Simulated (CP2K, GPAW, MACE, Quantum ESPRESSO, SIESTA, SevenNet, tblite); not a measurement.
# Se in place of S in Janus WSSe antidot lattice, bare edges, S on Se sites (39 atoms): do the methods agree on the site?

At which of several sites of Janus WSSe antidot lattice, bare edges, S on Se sites (39 atoms) does Se in place of S cost least, and do cheaper methods find the same site as plane waves?

Results are calculated, not measured.

### Step 1. Set-up

The cell holds 39 atoms (13 W, 18 S and 8 Se), with edges of 12.88, 11.15 and 13.23 Å. Recipe: Janus WSSe (a = 3.22 Å), rectangular cell with x along the zigzag direction; 4 x 2 cells with a hole of radius 2.5 Å, 10 Å of vacuum, 5 of 13 Se replaced by S at random; not relaxed, displaced by a Gaussian of 0.02 Å. Then the atoms were relaxed with SevenNet 0 in the fixed cell.

### Step 2. The reference input

Quantum ESPRESSO 7.5: Kohn-Sham DFT, PBE, SSSP efficiency 1.3.0 pseudopotentials, plane waves. Its input, pw.in, for the unchanged cell:

```
&control
  calculation = 'scf'
  pseudo_dir = './pseudo'
  outdir = './tmp'
  disk_io = 'none'
  tprnfor = .true.
/
&system
  ibrav = 0
  nat = 39
  ntyp = 3
  ecutwfc = 45
  ecutrho = 360
  nosym = .true.
  occupations = 'smearing'
  smearing = 'fd'
  degauss = 0.003675
/
&electrons
  conv_thr = 2.0e-07
  electron_maxstep = 100
  mixing_beta = 0.2
  mixing_mode = 'local-TF'
  diagonalization = 'david'
/
ATOMIC_SPECIES
W 183.840 W.upf
S 32.060 S.upf
Se 78.971 Se.upf
CELL_PARAMETERS angstrom
12.88000 0.00000 0.00000
0.00000 11.15441 0.00000
0.00000 0.00000 13.23000
ATOMIC_POSITIONS crystal
W 0.00223 0.16059 0.50524
S 0.12347 0.07917 0.62460
S 0.12482 0.07826 0.38660
W 0.13057 0.40294 0.50524
[... 33 atom lines left out ...]
S 0.74213 0.83916 0.62680
Se 0.73726 0.82798 0.37023
K_POINTS gamma
```

```console
$ OMP_NUM_THREADS=1 mpirun -np 4 pw.x -in pw.in > output.txt
```

Wall time 5.4 min (4 MPI ranks of Arm Neoverse V1, shared host); peak memory 5.7 GiB.

It converged with an r.m.s. force component of 0.92 eV/Å.

### Step 3. The levels

The levels share the cells and solve them as single points, though not every level runs every cell. CPU time is summed over a level's finished runs, on a host shared with the other runs, so it is rough; the force column is the median over cells of the r.m.s. difference of force components from the reference.

| level | basis or training data | k-points | runs finished | CPU time | peak memory (GiB) | force difference (meV/Å) |
| --- | --- | --- | --- | --- | --- | --- |
| QE, PBE | plane waves, SSSP efficiency, 45/360 Ry | Γ | 4 of 4 | 83 min | 5.7 | reference |
| CP2K double zeta, PBE | DZVP-UZH, GTH-PBE potentials, 600 Ry | Γ | 3 of 3 | 17 min | 6.7 | 46 |
| GPAW dzp, PBE | dzp orbitals, PAW, h 0.18 Å | Γ | 3 of 3 | 11 min | 1.6 | 209 |
| SIESTA DZP, PBE | DZP orbitals, shift 0.01 Ry, mesh 300 Ry | Γ | 3 of 3 | 8 min | 0.8 | 370 |
| tblite GFN1-xTB | tight binding with its own dispersion term | Γ | 3 of 3 | 6.1 s | 0.11 | 800 |
| MACE MP-0b2 small | trained on PBE(+U) plane-wave data | - | 4 of 4 | 33 s | 0.67 | 542 |
| SevenNet 0 | trained on PBE(+U) plane-wave data | - | 4 of 4 | 37 s | 0.58 | 914 |

The reference's own r.m.s. force component runs from 863 to 928 meV/Å over these cells. SevenNet 0 relaxed the atoms, so in the cells that it relaxed its own forces are small, and its entry isn't an independent test there.

### Step 4. The sites

Each changed cell was relaxed with SevenNet 0 before the single points. Neighbours are the site's nearest atoms before the change.

```csv
site,nearest atoms,their mean distance (Å),atoms within 6 Å,largest move on relaxing (Å),longest force left in the reference (eV/Å)
S27,W2,2.34,22,0.13,3.91
S35,W3,2.42,26,0.22,4.17
S11,W3,2.42,29,0.17,4.18
```

### Step 5. Site energies

All changed cells hold the same atoms, so within one level their energies compare with no chemical potential. Energies in eV, less that of S27, the reference's cheapest site; the last column is the largest deviation from the reference once each row's mean is taken off.

```csv
level,S27,S35,S11,cheapest,largest deviation
"QE, PBE",0.00,0.21,0.22,S27,-
"CP2K double zeta, PBE",0.00,0.20,0.22,S27,0.01
"GPAW dzp, PBE",0.00,0.24,0.23,S27,0.01
"SIESTA DZP, PBE",0.00,0.32,0.27,S27,0.06
tblite GFN1-xTB,0.00,0.23,0.24,S27,0.01
MACE MP-0b2 small,0.00,0.12,0.14,S27,0.06
SevenNet 0,0.00,0.18,0.17,S27,0.03
```

### Step 6. What came out

In the reference the cheapest site is S27 (W2) and the dearest S11 (W3), 0.22 eV higher. All 6 other levels pick the same cheapest site, and 3 give the whole order. CP2K double zeta, PBE follows the reference most closely (0.01 eV at worst) and MACE MP-0b2 small least (0.06 eV).

The other programs at PBE deviate by 0.06 eV at most, the learned potentials by 0.03 to 0.06 eV.

**Limits.** The geometries are those of SevenNet 0; forces of up to 4.2 eV/Å remain in the reference, so relaxing in DFT would lower the energies, by amounts that can differ from site to site and can change the order. For SevenNet 0 alone these are relaxed energies. Defects interact with their periodic images. Only 3 of the 18 S sites are compared. Learned potentials don't solve for electrons, so the charge or spin state of a defect can't be set in them. The reference has no spin polarisation, so moments on W can't form in it, and no Hubbard term. The reference samples only Γ, in a cell whose shortest periodic width is 11 Å. Spin–orbit coupling is left out, which matters for the levels of the heavy elements. The reference isn't exact: its cutoffs and mesh weren't converged further here. SIESTA's automatically made basis is far from complete, and its potentials were converted by us (checked for H, C, O, Si, Ge and Ca alone). The learned potentials mimic data converged in k, so the sampling error of the reference's coarse mesh counts against them here, while programs on the same mesh share it. SevenNet 0 has no dispersion term, so gaps between layers after its relaxation can differ from those built and from the real ones. The slab repeats along its normal with no dipole correction. Where levels are smeared, the DFT runs use Fermi–Dirac occupations at 580 K (0.05 eV), and energies are free energies.

[Logs are printed without paths, hosts, clocks, repeated set-up lines and the standing remarks that a program may print on its own settings, such as how far it seeks lower states.]

[Hosts, paths, dates, database ids (printed as entryN), source tags and the programs' standing remarks are cut or masked in the printed files.]
